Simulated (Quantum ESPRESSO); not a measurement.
The system is ZrC.

```xyz
2
Lattice="0.0000 2.3650 2.3650 2.3650 0.0000 2.3650 2.3650 2.3650 0.0000" Properties=species:S:1:pos:R:3 pbc="T T T"
Zr    2.3650    2.3650    2.3650
C     0.0000    0.0000    0.0000
```

| Item | Value |
| --- | --- |
| Program | Quantum ESPRESSO 7.5 |
| Task | phonons |
| Functional | PBE |
| Potentials or basis | SG15 PBE 1.2 |
| Cutoff | 1197 eV |
| Density cutoff | 4789 eV |
| k mesh | 10 × 10 × 10 |
| Occupations | cold, width 0.2 eV |
| Spin | no spin polarisation |
| Mixing beta | 0.5 |
| Most SCF iterations | 120 |
| SCF threshold | 4e-10 Ry |

Task: What is the highest optical frequency at the zone centre?

Result: 408 cm⁻¹, a mode of symmetry T1u (IR).

Optical modes at Γ, degenerate ones joined:
```
cm⁻¹  components  symmetry  active in
 408           3       T1u         IR
```
